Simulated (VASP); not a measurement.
# ZrN (Fm-3m) in VASP: equation of state, part 2 of 2

VASP 6.6.1. The steps go on from the part before.

## (4) Equation of state, PBE, 11.92 Å³/atom (volume scaled by 0.98)

Input file INCAR:

```
  ALGO = Normal
  EDIFF = 1E-7
  ENCUT = 520
  GGA = PE
  ISIF = 2
  ISMEAR = -1
  LASPH = True
  LCHARG = False
  LREAL = False
  LWAVE = False
  NBANDS = 16
  NELM = 60
  PREC = Accurate
  SIGMA = 0.05
```

Input file KPOINTS:

```
k-points
0
Gamma
  10 10 10
```

Input file POSCAR:

```
ZrN
1.0
    0.0000000000      2.2845632933      2.2845632933
    2.2845632933      0.0000000000      2.2845632933
    2.2845632933      2.2845632933      0.0000000000
Zr N
1 1
Direct
    0.5000000000      0.5000000000      0.5000000000
    0.0000000000      0.0000000000      0.0000000000
```

Potentials or basis: VASP PAW PBE potentials, release 64 (Zr_sv, N).

On the command line:

```
$ cat potpaw_PBE.64/Zr_sv/POTCAR potpaw_PBE.64/N/POTCAR > POTCAR
$ mpirun -np 1 vasp_std > vasp.out
```

OUTCAR:

```text
EDIFF = 1E-7
   ENCUT = 520
   GGA = PE
   ISIF = 2
   ISMEAR = -1
   LASPH = True
   LREAL = False
   NELM = 60
   PREC = Accurate

 ion  position               nearest neighbor table
   1  0.500  0.500  0.500-   2 2.28   2 2.28   2 2.28   2 2.28   2 2.28   2 2.28
   2  0.000  0.000  0.000-   1 2.28   1 2.28   1 2.28   1 2.28   1 2.28   1 2.28

  LATTYP: Found a face centered cubic cell.
 ALAT       =     4.5691265866

  Lattice vectors:

 A1 = (   0.0000000000,   2.2845632933,   2.2845632933)
 A2 = (   2.2845632933,   0.0000000000,   2.2845632933)
 A3 = (   2.2845632933,   2.2845632933,   0.0000000000)

Analysis of symmetry for initial positions (statically):
=====================================================================
 Subroutine PRICEL returns:
 Original cell was already a primitive cell.

 Routine SETGRP: Setting up the symmetry group for a
 face centered cubic supercell.

 Subroutine GETGRP returns: Found 48 space group operations
 (whereof 48 operations were pure point group operations)
 out of a pool of 48 trial point group operations.

The static configuration has the point symmetry O_h .

Analysis of symmetry for dynamics (positions and initial velocities):
[... 181 lines left out ...]
 E-fermi :  12.1412     XC(G=0): -12.5579

 val. band max:       12.1334502404   @ k =  -0.1000   0.1000   0.0000
 cond. band min:      12.1513418746   @ k =  -0.4000   0.3000   0.0000
 fundamental gap:      0.0178916342
 Fermi energy:        12.1411730505

 k-point     1 :       0.0000    0.0000    0.0000
  band No.  band energies     occupation
      1     -37.4509      2.00000
      2     -15.0621      2.00000
      3     -15.0621      2.00000
      4     -15.0621      2.00000
      5      -4.2202      2.00000
      6       9.4240      2.00000
[... 737 lines left out ...]
      3     -15.4882      2.00000
      4     -15.2054      2.00000
      5      -2.7028      2.00000
      6       5.5710      2.00000
[... 8 lines left out ...]
     15      24.4416      0.00000
     16      24.9565      0.00000

 [... further k-points ...]

------------------------ aborting loop because EDIFF is reached ----------------------------------------

  FORCE on cell =-STRESS in cart. coord.  units (eV):
  Direction    XX          YY          ZZ          XY          YZ          ZX
  --------------------------------------------------------------------------------------
  -------------------------------------------------------------------------------------
  Total        0.6859881      0.6859881      0.6859881      0.0000000     -0.0000000     -0.0000000
  in kB       46.0879739     46.0879739     46.0879739      0.0000000     -0.0000000     -0.0000000
  external PRESSURE =      46.0879739 kB  Pullay stress =       0.0000000 kB

 VOLUME and BASIS-vectors are now :
 -----------------------------------------------------------------------------
  energy-cutoff  :      520.00
  volume of cell :       23.85
      direct lattice vectors                 reciprocal lattice vectors
     0.000000000  2.284563293  2.284563293    -0.218860209  0.218860209  0.218860209
     2.284563293  0.000000000  2.284563293     0.218860209 -0.218860209  0.218860209
     2.284563293  2.284563293  0.000000000     0.218860209  0.218860209 -0.218860209

 POSITION                                       TOTAL-FORCE (eV/Angst)
 -----------------------------------------------------------------------------------
      2.28456      2.28456      2.28456         0.000000      0.000000      0.000000
      0.00000      0.00000      0.00000        -0.000000      0.000000     -0.000000
 -----------------------------------------------------------------------------------
    total drift:                                0.000000     -0.000000      0.000000

  FREE ENERGIE OF THE ION-ELECTRON SYSTEM (eV)
  ---------------------------------------------------
  free  energy   TOTEN  =       -20.3632304972 eV

  energy  without entropy=      -20.3569636669  energy(sigma->0) =      -20.36009708
```

OSZICAR:

```text
N       E                     dE             d eps       ncg     rms          rms(c)
DAV:   1     0.109071586497E+03    0.10907E+03   -0.88019E+03  1512   0.105E+03
DAV:   2    -0.178188321826E+02   -0.12689E+03   -0.11998E+03  1912   0.302E+02
DAV:   3    -0.237403633597E+02   -0.59215E+01   -0.58910E+01  2416   0.562E+01
DAV:   4    -0.238241266063E+02   -0.83763E-01   -0.83729E-01  1816   0.548E+00
DAV:   5    -0.238251020519E+02   -0.97545E-03   -0.97544E-03  1992   0.462E-01    0.222E+01
DAV:   6    -0.205208622094E+02    0.33042E+01   -0.71571E+00  1696   0.254E+01    0.853E+00
DAV:   7    -0.203906818953E+02    0.13018E+00   -0.49718E-01  1768   0.648E+00    0.690E+00
DAV:   8    -0.203768265768E+02    0.13855E-01   -0.21738E-01  2040   0.417E+00    0.373E+00
DAV:   9    -0.203632421971E+02    0.13584E-01   -0.44044E-02  1672   0.193E+00    0.951E-01
DAV:  10    -0.203632457753E+02   -0.35782E-05   -0.18232E-03  1704   0.445E-01    0.105E-01
DAV:  11    -0.203632346192E+02    0.11156E-04   -0.38402E-05  1952   0.503E-02    0.698E-02
DAV:  12    -0.203632310093E+02    0.36100E-05   -0.74059E-06  1736   0.205E-02    0.484E-03
DAV:  13    -0.203632305863E+02    0.42297E-06   -0.19073E-07  1704   0.478E-03    0.217E-03
DAV:  14    -0.203632304972E+02    0.89071E-07   -0.14188E-08  1024   0.106E-03
   1 F= -.20363230E+02 E0= -.20360097E+02  d E =-.626683E-02
```

It took 11 s on 1 thread of Intel Xeon Platinum 8488C (Sapphire Rapids), shared host; peak memory 0.15 GiB.

Results:

* Free energy: -20.3632 eV
* Pressure: 4.6 GPa
* Band gap on the k mesh: none (metal or under the smearing width)

## (5) Equation of state, PBE, 12.41 Å³/atom (volume scaled by 1.02)

Input file INCAR:

```
ALGO = Normal
EDIFF = 1E-7
ENCUT = 520
GGA = PE
ISIF = 2
ISMEAR = -1
LASPH = True
LCHARG = False
LREAL = False
LWAVE = False
NBANDS = 16
NELM = 60
PREC = Accurate
SIGMA = 0.05
```

KPOINTS is that of step 4.

Input file POSCAR:

```
ZrN
1.0
    0.0000000000      2.3152322320      2.3152322320
    2.3152322320      0.0000000000      2.3152322320
    2.3152322320      2.3152322320      0.0000000000
Zr N
1 1
Direct
    0.5000000000      0.5000000000      0.5000000000
    0.0000000000      0.0000000000      0.0000000000
```

On the command line:

```
$ cat potpaw_PBE.64/Zr_sv/POTCAR potpaw_PBE.64/N/POTCAR > POTCAR
$ mpirun -np 1 vasp_std > vasp.out
```

Wall time 12 s (1 thread of Intel Xeon Platinum 8488C (Sapphire Rapids), shared host); peak memory 0.15 GiB.

Results (log left out):

```
Free energy            : -20.3611 eV
Pressure               : -5.3 GPa
Band gap on the k mesh : none (metal or under the smearing width)
```

## (6) Equation of state, PBE, 12.65 Å³/atom (volume scaled by 1.04)

Input file INCAR:

```
ALGO = Normal ; EDIFF = 1E-7
ENCUT = 520 ; GGA = PE
ISIF = 2 ; ISMEAR = -1
LASPH = True ; LCHARG = False
LREAL = False ; LWAVE = False
NBANDS = 16 ; NELM = 80
PREC = Accurate ; SIGMA = 0.05
```

KPOINTS is that of step 5.

Input file POSCAR:

```
ZrN
1.0
    0.0000000000      2.3302666288      2.3302666288
    2.3302666288      0.0000000000      2.3302666288
    2.3302666288      2.3302666288      0.0000000000
Zr N
1 1
Direct
    0.5000000000      0.5000000000      0.5000000000
    0.0000000000      0.0000000000      0.0000000000
```

Potentials or basis: VASP PAW PBE potentials, release 64 (Zr_sv, N).

On the command line:

```
$ cat potpaw_PBE.64/Zr_sv/POTCAR potpaw_PBE.64/N/POTCAR > POTCAR
$ mpirun -np 1 vasp_std > vasp.out
```

It took 28 s on 1 thread of Intel Xeon Platinum 8488C (Sapphire Rapids), shared host; peak memory 0.16 GiB.

The run converged. Its results:

```
Free energy            : -20.3391 eV
Pressure               : -9.5 GPa
Band gap on the k mesh : none (metal or under the smearing width)
```

## (7) Equation of state, PBE, 12.90 Å³/atom (volume scaled by 1.06)

Input file INCAR:

```
SYSTEM = ZrN
PREC = Accurate ; ENCUT = 520
EDIFF = 1E-7 ; ISMEAR = -1
SIGMA = 0.05 ; LREAL = .False.
LASPH = .True. ; NELM = 60
ALGO = Normal ; ISIF = 2
LWAVE = .False. ; LCHARG = .False.
GGA = PE ; NBANDS = 16
```

Input file KPOINTS:

```
Automatic mesh
0
Gamma
  10 10 10
  0 0 0
```

Input file POSCAR:

```
ZrN
1.0
    0.0000000000      2.3451094916      2.3451094916
    2.3451094916      0.0000000000      2.3451094916
    2.3451094916      2.3451094916      0.0000000000
Zr N
1 1
Direct
    0.5000000000      0.5000000000      0.5000000000
    0.0000000000      0.0000000000      0.0000000000
```

On the command line:

```
$ cat potpaw_PBE.64/Zr_sv/POTCAR potpaw_PBE.64/N/POTCAR > POTCAR
$ mpirun -np 1 vasp_std > vasp.out
```

It took 20 s on 1 thread of Intel Xeon Platinum 8488C (Sapphire Rapids), shared host; peak memory 0.16 GiB.

It converged, with:

| Quantity | Value |
| --- | --- |
| Free energy | -20.3049 eV |
| Pressure | -13.2 GPa |
| Band gap on the k mesh | none (metal or under the smearing width) |

## (8) Equation of state, PBE

Potentials or basis: VASP PAW PBE potentials, release 64 (Zr_sv, N).

This step only gathers the single runs of the series.

What came out:

```
Equilibrium volume                      : 12.15 Å³/atom
Bulk modulus                            : 248 GPa
Pressure derivative of the bulk modulus : 4.3
```

Energy against volume, from the lowest point:
```csv
volume (Å³/atom),energy (meV/atom)
11.437,35.58
11.680,14.76
11.924,3.22
12.167,0.00
12.410,4.28
12.654,15.31
12.897,32.37
```
